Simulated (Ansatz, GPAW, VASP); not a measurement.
## TiSi2: 4 runs at one level of theory

```xyz
6
Lattice="0.0000 4.1175 4.2629 2.3895 0.0000 4.2629 2.3895 4.1175 0.0000" Properties=species:S:1:pos:R:3 pbc="T T T"
Ti    3.5843    6.1763    6.3943
Ti    2.3895    4.1175    4.2629
Si    1.1948    3.3975    2.1314
Si    1.1948    0.7200    2.1314
Si    2.3895    1.3387    4.2629
Si    2.3895    6.8963    4.2629
```

The cell is a database's computed one, not the measured one.

Alike in all runs: task band structure; functional PBEsol; k mesh 7 × 7 × 7; occupations fermi-dirac, width 0.05 eV; no spin polarisation; no spin-orbit coupling. Pressure is positive in compression and, in plane waves, holds the error of the finite cutoff, which Ansatz's Pulay term estimates and takes out.

| program and potentials | plane-wave cutoff (eV) | notes | pressure (GPa) |
| --- | --- | --- | --- |
| Ansatz, Ansatz PAW | 420 | potentials made for PBE, which Ansatz adapts in part; Pulay term of +0.03 GPa included | -1.96 |
| Ansatz, all-electron LAPW, scalar-relativistic | - | - | -1.95 |
| VASP, PBE PAW files Si, Ti_sv, 520 eV | 520 | potentials made for PBE | -1.83 |
| GPAW, PAW data sets generated for this functional | 600 | - | -1.51 |

Force on atom 4 (Si), eV/Å:

| program and potentials | x | y | z |
| --- | --- | --- | --- |
| Ansatz, Ansatz PAW | 0.000 | -0.048 | 0.000 |
| Ansatz, all-electron LAPW, scalar-relativistic | 0.000 | -0.048 | 0.000 |
| VASP, PBE PAW files Si, Ti_sv, 520 eV | 0.000 | -0.049 | 0.000 |
| GPAW, PAW data sets generated for this functional | 0.000 | -0.045 | 0.000 |

The pressure spans -1.96 (Ansatz, Ansatz PAW) to -1.51 GPa (GPAW, PAW data sets generated for this functional), with all-electron results at -1.95.

Differences between rows come from potentials, basis sets and numerical settings, since the functional is the same but for its coding. Runs on potential files found faulty are left out.
